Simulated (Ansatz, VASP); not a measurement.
One calculation of Au, two programs

The input INCAR:

```
ALGO = Normal ; EDIFF = 1E-7
ENCUT = 520 ; GGA = RP
ISIF = 2 ; ISMEAR = -1
LASPH = T ; LCHARG = F
LREAL = F ; LWAVE = F
NBANDS = 18 ; NELM = 80
PREC = Accurate ; SIGMA = 0.1
```

Contents of KPOINTS:

```
k-points
0
Gamma
  10 10 10
```

POSCAR

```
Au
1.0
    0.0000000000      3.1738130725      3.1738130725
    3.1738130725      0.0000000000      3.1738130725
    3.1738130725      3.1738130725      0.0000000000
Au
2
Direct
    0.1250000000      0.1250000000      0.1250000000
    0.8750000000      0.8750000000      0.8750000000
```

Input for Ansatz:

```yaml
crystal:
  lattice:
    - [0.0, 3.1738130725, 3.1738130725]
    - [3.1738130725, 0.0, 3.1738130725]
    - [3.1738130725, 3.1738130725, 0.0]
  atoms:
    - { symbol: Au, position: [0.125, 0.125, 0.125] }
    - { symbol: Au, position: [0.875, 0.875, 0.875] }
hamiltonian:
  xc: rpbe
  pseudopotentials:
    kind: paw
    azcp:
      Au: "pseudopotentials/Au.paw.azcp"
basis:
  ecutwfc: 420
  fft_grid_basis: typed
kpoints:
  mp_grid: { grid: [10, 10, 10], shift: [0, 0, 0] }
magnetization:
  spin_polarized: false
scf:
  occupations: { method: fermi_dirac, width: 0.1 }
  lower_state_search: "off"
output:
  stress: true
```

Alike in both runs: task single point; functional RPBE; k mesh 10 × 10 × 10; occupations fermi-dirac, width 0.1 eV; no spin polarisation.

|  | VASP | Ansatz |
| --- | --- | --- |
| version | VASP 6.6.1 | Ansatz 0.2.0 |
| potentials or method | VASP PAW PBE potentials, release 64 (Au) | plane waves (420 eV) with PAW, scalar-relativistic |
| plane-wave cutoff (eV) | 520 | 420 |
| valence electrons in the cell | 22 | 38 |

Ansatz gave:

| Item | Value |
| --- | --- |
| pressure (GPa) | -1.4 |

Question: What did VASP give for the same quantities?

Answer: Pressure (GPa): -1.5.

With one functional, cell and mesh, what is left measures potentials, basis and numerics. The two sets of potentials don't hold the same shells in valence.

Caveats: the PAW data sets were made with another functional, which shifts forces and pressure a little (VASP). The runs have no spin-orbit coupling, so splittings on Au are missing.
